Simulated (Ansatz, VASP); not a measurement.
# Ni: VASP beside Ansatz

```xyz
1
Lattice="0.0000 1.7121 1.7121 1.7121 0.0000 1.7121 1.7121 1.7121 0.0000" Properties=species:S:1:pos:R:3 pbc="T T T"
Ni    0.0000    0.0000    0.0000
```

Alike in both runs: task single point; functional LDA; k mesh 20 × 20 × 20; occupations gaussian, width 0.05 eV; no spin polarisation.

|  | VASP | Ansatz |
| --- | --- | --- |
| version | VASP 6.6.1 | Ansatz 0.2.0 |
| potentials or method | VASP PAW LDA potentials, release 64 (Ni) | scalar-relativistic, plane waves, PAW |
| plane-wave cutoff (eV) | 520 | 420 |
| valence electrons in the cell | 10 | 18 |

```tsv
	VASP	Ansatz	Ansatz less VASP
pressure (GPa)	-1.5	-1.5	+0.05
```

The two sets of potentials don't hold the same shells in valence.

Caveats: the run has no spin polarisation, though such a crystal can be magnetic. Spin polarisation is off, so any magnetic state and its effect on volume and gap are missing.
